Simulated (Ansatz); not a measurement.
In2O3:

```xyz
10
Lattice="2.7435 1.5840 4.8367 -2.7435 1.5840 4.8367 0.0000 -3.1679 4.8367" Properties=species:S:1:pos:R:3 pbc="T T T"
In    0.0000    0.0000   12.4396
In    0.0000    0.0000    9.3254
In    0.0000    0.0000    2.0704
In    0.0000    0.0000    5.1846
O    -1.9259   -0.1679    6.0458
O     0.8176    1.7519    6.0458
O     1.1084   -1.5840    6.0458
O     1.9259    0.1679    8.4642
O    -0.8176   -1.7519    8.4642
O    -1.1084    1.5840    8.4642
```

```yaml
Program: Ansatz 0.2.0
Task: relaxation of cell and atoms
Functional: RPBE
Dispersion: D3(BJ)
Potentials_or_basis: Ansatz PAW
Cutoff: "420 eV (not typed: the program's choice for these potentials)"
k_mesh: 6 × 6 × 6
Occupations: fermi-dirac, width 0.05 eV
Spin: no spin polarisation
```

At the start: volume 12.61 Å³/atom.

Task: How do energy, volume and symmetry change on relaxing?

Result: It ends after 8 steps and the volume is 12.20 Å³/atom (-3.3 %); space group R-3c (No. 167, to 0.05 Å).

Step by step:
```tsv
step	energy change (eV)	largest force (eV/Å)	volume (Å³)
1	0.0000	0.1544	126.11
2	-0.0879	0.1286	122.12
3	-0.0894	0.0365	122.25
4	-0.0900	0.0076	122.19
5	-0.0903	0.0022	122.14
6	-0.0774	0.0014	122.14
7	-0.0782	0.0009	122.00
8	-0.0775	0.0007	122.00
```

Final structure:
```yaml
crystal:
  lattice:
    - [2.73755, 1.58053, 4.69926]
    - [-2.73755, 1.58053, 4.69926]
    - [0.00000, -3.16106, 4.69926]
  atoms:
    - { symbol: In, position: [0.85987, 0.85987, 0.85987] }
    - { symbol: In, position: [0.64013, 0.64013, 0.64013] }
    - { symbol: In, position: [0.14013, 0.14013, 0.14013] }
    - { symbol: In, position: [0.35987, 0.35987, 0.35987] }
    - { symbol: O, position: [0.04442, 0.75000, 0.45558] }
    - { symbol: O, position: [0.75000, 0.45558, 0.04442] }
    - { symbol: O, position: [0.45558, 0.04442, 0.75000] }
    - { symbol: O, position: [0.95558, 0.25000, 0.54442] }
    - { symbol: O, position: [0.25000, 0.54442, 0.95558] }
    - { symbol: O, position: [0.54442, 0.95558, 0.25000] }
```

Caveat: the plane-wave basis is chosen anew once the cell has moved, so the energies of steps on either side of that aren't comparable; the pressure holds a Pulay correction of +0.7 GPa for the finite cutoff; the PAW data sets come from PBE, with cores solved anew for the run's functional, which leaves a small shift of forces and pressure.
